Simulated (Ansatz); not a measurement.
The calculation used Ansatz, DFT, revPBE, plane waves (420 eV) with PAW, scalar-relativistic. The PAW files were generated under PBE, with cores re-solved for the functional.

An element in the omega (AlB2-type) structure gives this curve. The cell is scaled uniformly from the relaxed one, with fractional coordinates and shape fixed. Energies are extrapolated to zero smearing, pressures are those at the given smearing. Magnetic state: spin not included.

```
V (Å³/atom)  E − E₀ (meV/atom)  P (GPa)
     26.502               64.5     6.50
     27.707               26.4     3.95
     28.912                5.8     1.81
     30.116                0.0     0.00
     31.321                6.7    -1.52
     32.526               24.0    -2.80
     33.730               50.1    -3.89
```

Q: Which element is it?
A. lutetium
B. bismuth
C. antimony
D. tin

A: A. Its fit is V₀ = 30.04 Å³/atom, B₀ = 42 GPa, B₀′ = 3.2.
